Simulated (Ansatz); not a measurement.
Runs of Ansatz 0.2.0 on GaP. Symmetry: F-43m, No. 216, cubic system. The conventional cell has a = 5.451 Å, b = 5.451 Å, c = 5.451 Å, α = 90.00°, β = 90.00°, γ = 90.00°. Ga (site symmetry -43m) is surrounded by 4 P at 2.36 Å. Around P (site symmetry -43m) lie 4 Ga at 2.36 Å. 

| task | level | potentials or basis | spin | k mesh | cutoff (eV) | smearing | driver | other keys | mesh quality | gap on the mesh (eV) | pressure (GPa) |
| --- | --- | --- | --- | --- | --- | --- | --- | --- | --- | --- | --- |
| single point | PBE0+D3(BJ) | Ansatz PAW | off | 4 × 4 × 4 | 420 | fixed | - | - | coarse | 2.99 | -2.0 |
| electrostatic potential | HSE03 | Ansatz PAW | SOC, no magnetisation | 5 × 5 × 5 | 500 | methfessel-paxton 0.025 eV | chain | basis.ecutwfc = 500 eV; scf.initial_density.chi_scale = 0.3 | not flagged | 2.09 | 1.1 |
| projected density of states | r2SCAN0+D3(BJ) | Ansatz NC or PseudoDojo by element | off | 5 × 5 × 5 | 450 | gaussian 0.02 eV | chain | basis.xc_grid = 1; basis.ecutwfc = 450 eV; scf.n_extra_bands = 1 | not flagged | (a) | -25.1 |
| single point | PBE0+D3(BJ) | Ansatz PAW | off | 4 × 4 × 4 | 420 | fixed | calculator | - | coarse | 2.99 | -2.0 |

Alike in all rows: cell as given.

Problem. Fill in the values left out.

Solution. (a) 2.59.

Caveats: some runs use coarse meshes; the thresholds are loose for stress; odd divisions of the mesh miss points on the zone boundary, where band edges often lie, so the gap on the mesh can be too wide (some runs); the PAW data sets were made with another functional, which shifts forces and pressure a little (some runs); the PAW data sets come from PBE, with cores solved anew for the run's functional, which leaves a small shift of forces and pressure (some runs); so large a pressure means that the cell lies far from this level's equilibrium, or that cutoff or potentials fall short (some runs); the pressure holds a Pulay correction of +818.3 GPa for the finite cutoff (some runs); the potentials were made for another functional, which shifts forces and pressure (some runs).

A k mesh can miss the band edges, and rows without SOC leave out spin-orbit coupling on Ga.
